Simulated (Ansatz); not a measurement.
**Mg: energies, forces and stress near the listed structure**

How do energy, forces, pressure and gap of Mg change under random distortions, further strains and shifts, distortions that keep the symmetry? Each case is one self-consistent run.

Computed with Ansatz 0.2.0 (DFT PBE, scalar-relativistic, plane waves, PAW, unless a step's input says otherwise).

## 1. The system as given

Symmetry: P6/mmm, No. 191, hexagonal system. The conventional cell has a = 3.050 Å, b = 3.050 Å, c = 3.045 Å, α = 90.00°, β = 90.00°, γ = 120.00°. Mg (site symmetry 6/mmm) has 8 Mg at 3.04 to 3.05 Å as nearest neighbours.

As a file:

```
CELL_PARAMETERS angstrom
3.05030 0.00000 0.00000
-1.52515 2.64164 0.00000
0.00000 0.00000 3.04484
ATOMIC_POSITIONS crystal
Mg 0.00000 0.00000 0.00000
```

The structure comes from the Materials Project (structure only).

## 2. A change within the space group

Against the listed cell: strain xx, yy, zz, yz, xz, xy = +0.9, +0.9, -2.1, +0.0, +0.0, +0.0 %.

Input file input.yaml:

```yaml
crystal:
  lattice:
    - [3.0782405467, 0.0, 0.0]
    - [-1.5391202734, 2.6658345124, 0.0]
    - [0.0, 0.0, 2.981383155]
  atoms:
    - { symbol: Mg, position: [0.0, 0.0, 0.0] }
basis:
  ecutwfc: 420
kpoints:
  mp_grid: { grid: [15, 15, 14] }
hamiltonian:
  xc: pbe
scf:
  occupations: { method: gaussian, width: 0.1 }
output:
  forces: true
  stress: true
  eigenvalues: true
```

Run with:

```console
$ ansatz run input.yaml --threads 1 --pin off --max-ram 1331MiB --backend cpu --events-out ev --progress --plain --runs-dir out
```

## 3. A change within a subgroup

Input file input.yaml:

```yaml
crystal:
  lattice:
    - [3.2434142809, -0.0220231646, 0.0198574517]
    - [-1.6407797605, 2.7233389079, 0.0009548191]
    - [0.0198218926, 0.0125447308, 3.1977188644]
  atoms:
    - { symbol: Mg, position: [0.0, 0.0, 0.0] }
basis:
  ecutwfc: 420
kpoints:
  mp_grid: { grid: [14, 14, 12] }
hamiltonian:
  xc: pbe
scf:
  occupations: { method: gaussian, width: 0.1 }
output:
  forces: true
  stress: true
  eigenvalues: true
```

## 4. A change within the space group

Input file input.yaml:

```yaml
crystal:
  lattice:
    - [3.0108594241, 0.0, 0.0]
    - [-1.5054297121, 2.6074807485, 0.0]
    - [0.0, 0.0, 2.9141226931]
  atoms:
    - { symbol: Mg, position: [0.0, 0.0, 0.0] }
basis:
  ecutwfc: 420
kpoints:
  mp_grid: { grid: [15, 15, 14] }
hamiltonian:
  xc: pbe
scf:
  occupations: { method: gaussian, width: 0.1 }
output:
  forces: true
  stress: true
  eigenvalues: true
```

## 5. A distortion that keeps the symmetry

Changes to input.yaml since step 4:

```diff
@@ -2,5 +2,5 @@
   lattice:
-    - [3.0108594241, 0.0, 0.0]
-    - [-1.5054297121, 2.6074807485, 0.0]
-    - [0.0, 0.0, 2.9141226931]
+    - [3.1617272522, 0.0, 0.0]
+    - [-1.5808636262, 2.7381361203, 0.0]
+    - [0.0, 0.0, 3.20173805]
   atoms:
```

## 6. A random distortion, cell strained

Input file input.yaml:

```yaml
crystal:
  lattice:
    - [3.1695665227, 0.0165936309, -0.0109810793]
    - [-1.5704127555, 2.755119772, -0.0208729988]
    - [-0.0109614153, -0.0303874789, 3.0832025234]
  atoms:
    - { symbol: Mg, position: [0.0, 0.0, 0.0] }
basis:
  ecutwfc: 420
kpoints:
  mp_grid: { grid: [14, 14, 12] }
hamiltonian:
  xc: pbe
scf:
  occupations: { method: gaussian, width: 0.1 }
output:
  forces: true
  stress: true
  eigenvalues: true
```

## 7. A change within the space group

Input file input.yaml:

```yaml
crystal:
  lattice:
    - [3.0357803734, 0.0, 0.0]
    - [-1.5178901868, 2.6290629237, 0.0]
    - [0.0, 0.0, 3.1216892703]
  atoms:
    - { symbol: Mg, position: [0.0, 0.0, 0.0] }
basis:
  ecutwfc: 420
kpoints:
  mp_grid: { grid: [15, 15, 14] }
hamiltonian:
  xc: pbe
scf:
  occupations: { method: gaussian, width: 0.1 }
output:
  forces: true
  stress: true
  eigenvalues: true
```

## 8. A change within the space group

Changes to input.yaml since step 7:

```diff
@@ -2,5 +2,5 @@
   lattice:
-    - [3.0357803734, 0.0, 0.0]
-    - [-1.5178901868, 2.6290629237, 0.0]
-    - [0.0, 0.0, 3.1216892703]
+    - [3.0756782948, 0.0, 0.0]
+    - [-1.5378391475, 2.6636155372, 0.0]
+    - [0.0, 0.0, 2.7961352373]
   atoms:
```

## 9. A distortion of lower symmetry

Input file input.yaml:

```yaml
crystal:
  lattice:
    - [3.1389110097, 0.0987077015, 0.0024707428]
    - [-1.4839721278, 2.7677143865, 0.0024629205]
    - [0.0024663184, 0.0042627726, 3.007477413]
  atoms:
    - { symbol: Mg, position: [0.0, 0.0, 0.0] }
basis:
  ecutwfc: 420
kpoints:
  mp_grid: { grid: [14, 14, 12] }
hamiltonian:
  xc: pbe
scf:
  occupations: { method: gaussian, width: 0.1 }
output:
  forces: true
  stress: true
  eigenvalues: true
```

Q: Predict the outcome of this session. Wanted: for each run, case; energy; pressure; largest force.

As calculated:

```
step                                  case  energy (meV/atom)  pressure (GPa)  largest force (eV/Å)  gap on the mesh (eV)
   2       a change within the space group               +0.0             1.2                  0.00                  0.00
   3            a change within a subgroup             +14.8*            -2.1                  0.00                  0.00
   4       a change within the space group              +23.5             3.6                  0.00                  0.00
   5  a distortion that keeps the symmetry               +5.4            -1.8                  0.00                  0.00
   6    a random distortion, cell strained              +5.8*            -1.4                  0.00                  0.00
   7       a change within the space group               -1.0             1.1                  0.00                  0.00
   8       a change within the space group              +52.2             3.6                  0.00                  0.00
   9        a distortion of lower symmetry             +15.2*            -1.0                  0.00                  0.00
```

Energies are counted from step 2, with the smearing taken to zero; a star marks another k mesh, which can shift energies by itself, so starred rows don't rank against the others. A gap of 0.00 means none on the mesh at this level.

In words: With one atom in the cell, moving it shifts the whole crystal, so no force arises from that. The pressure is 3.6 GPa in the smallest cell and -2.1 GPa in the largest; between them shape and moved atoms count too. The distorted cells of the listed formula and level show no gap on the mesh.
